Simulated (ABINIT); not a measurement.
Input of an ABINIT 10.8.3 (patched build) run:

File run.abi:

```
pp_dirpath "./"
pseudos "Hf.upf, C.upf"

acell 3*1.0 Angstrom
rprim
     3.3428660531     0.0000000000     0.0000000000
    -1.6714330265     2.8950069234     0.0000000000
     0.0000000000     0.0000000000     5.2027140000
ntypat 2
znucl 72 6
natom 4
typat 1 1 2 2
xred
     0.3387840000     0.6665510000     0.2562210000
     0.6766480000     0.3424410000     0.7491100000
     0.0096910000     0.0067720000     0.4996400000
     0.0012890000    -0.0052170000     0.0030640000
chkprim 0
chksymtnons 0
tolsym 1.0e-6

ecut 1115.666836 eV

kptopt 1
ngkpt 9 9 5
nshiftk 1
shiftk 0.0 0.0 0.0

ixc -116133

nband 20
occopt 3
tsmear 0.05 eV

nstep 100
tolvrs 1.0e-10

iomode 3
prtwf 0
prteig 0
prtebands 0
enunit 1
prtden 1
prtvha 1
prtvclmb 1
prtpot 1
prtelf 1
```

Potentials or basis: PseudoDojo NC SR PBEsol v0.4.1 standard.

Command:

```bash
$ abinit run.abi > log 2>&1
```

(1) What does it give for the band gap on the k mesh?

(2) Estimate the largest force.

Answers

(1) none (metal or under the smearing width).

(2) 0.645 eV/Å.
